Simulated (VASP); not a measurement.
Wanted: the native input for a VASP 6.6.1 run.

| Item | Value |
| --- | --- |
| Task | single point |
| Functional | PBEsol |
| Potentials or basis | VASP PAW PBE potentials, release 64 (Mo_sv) |
| Cutoff | 520 eV |
| k mesh | 28 × 28 × 28 |
| Occupations | gaussian, width 0.1 eV |
| Spin | no spin polarisation |
| Further INCAR settings | ALGO = Normal; EDIFF = 1e-06; NBANDS = 13 |

The structure of Mo lies in POSCAR:

```
Mo
1.0
   -1.5656100000      1.5656100000      1.5656100000
    1.5656100000     -1.5656100000      1.5656100000
    1.5656100000      1.5656100000     -1.5656100000
Mo
1
Direct
    1.0000000000      0.0000000000      1.0000000000
```

These files were run (other wordings do the same):

INCAR

```
SYSTEM = Mo
  PREC = Accurate
  ENCUT = 520
  EDIFF = 1E-6
  ISMEAR = 0
  SIGMA = 0.1
  LREAL = .False.
  LASPH = .True.
  NELM = 60
  ALGO = Normal
  ISIF = 2
  LWAVE = .False.
  LCHARG = .False.
  GGA = PS
  NBANDS = 13
```

KPOINTS

```
regular mesh
0
Gamma
  28 28 28
  0 0 0
```

Potentials or basis: VASP PAW PBE potentials, release 64 (Mo_sv).

Run with:

```sh
$ cat potpaw_PBE.64/Mo_sv/POTCAR > POTCAR
$ mpirun -np 1 vasp_std > vasp.out
```

Results of the run:

| Property | Result |
| --- | --- |
| Pressure | 0.2 GPa |
| Band gap on the k mesh | none (metal or under the smearing width) |

Caveat: the PAW data sets were made with another functional, which shifts forces and pressure a little.

It took 51 s on 1 thread of Intel(R) Xeon(R) Platinum 8488C (Sapphire Rapids) (shared host), peak memory 0.22 GiB.
